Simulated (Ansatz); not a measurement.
Write the native input for Ansatz 0.2.0 that does the following.

```
Task                                : band structure
Functional                          : PBEsol
Potentials or basis                 : Ansatz PAW
Cutoff                              : 420 eV (not typed: the program's choice for these potentials)
k mesh                              : 10 × 10 × 6
Occupations                         : fermi-dirac, width 0.05 eV
Spin                                : spin-orbit coupling, no magnetisation
Path                                : [["G", "M", "K", "G", "A", "L", "H", "A"], ["L", "M"], ["K", "H"]]
Points for each segment of the path : 14
```

Crystal: Ag.

```xyz
2
Lattice="2.9300 0.0000 0.0000 -1.4650 2.5375 0.0000 0.0000 0.0000 4.7900" Properties=species:S:1:pos:R:3 pbc="T T T"
Ag    1.4650    0.8458    3.5925
Ag    0.0000    1.6916    1.1975
```

This isn't the form of Ag at room conditions, which is fcc.

The input as run:

input.yaml

```yaml
crystal:
  lattice:
    - [2.93, 0.0, 0.0]
    - [-1.465, 2.5374544331, 0.0]
    - [0.0, 0.0, 4.79]
  atoms:
    - { symbol: Ag, position: [0.6666666667, 0.3333333333, 0.75] }
    - { symbol: Ag, position: [0.3333333333, 0.6666666667, 0.25] }
hamiltonian:
  xc: pbesol
  pseudopotentials: { kind: paw_fr }
magnetization:
  noncollinear: true
  spin_orbit: true
kpoints:
  mp_grid: { grid: [10, 10, 6] }
  band_path:
    path:
      - [[0.0, 0.0, 0.0], [0.5, 0.0, 0.0], [0.3333333333, 0.3333333333, 0.0], [0.0, 0.0, 0.0], [0.0, 0.0, 0.5], [0.5, 0.0, 0.5], [0.3333333333, 0.3333333333, 0.5], [0.0, 0.0, 0.5]]
      - [[0.5, 0.0, 0.5], [0.5, 0.0, 0.0]]
      - [[0.3333333333, 0.3333333333, 0.0], [0.3333333333, 0.3333333333, 0.5]]
    npoints: 14
scf:
  occupations: { method: fermi_dirac, width: 0.05 }
  n_extra_bands: 6
output:
  forces: true
  stress: true
  eigenvalues: true
  fatbands: false
```

Potentials or basis: Ansatz PAW.

Command:

```console
$ ansatz run input.yaml --threads 2 --pin off --max-ram 5632MiB --backend cpu --events-out ev --progress --plain --runs-dir out
```

Results of the run:

```json
{
 "Pressure": "-6.3 GPa",
 "Band gap on the k mesh": "none (metal or under the smearing width)"
}
```

Caveat: the PAW data sets come from PBE, with cores solved anew for the run's functional, which leaves a small shift of forces and pressure.

Run time: 22 s on 2 threads of Arm Neoverse V1, with other jobs on the host, peak memory 0.44 GiB.
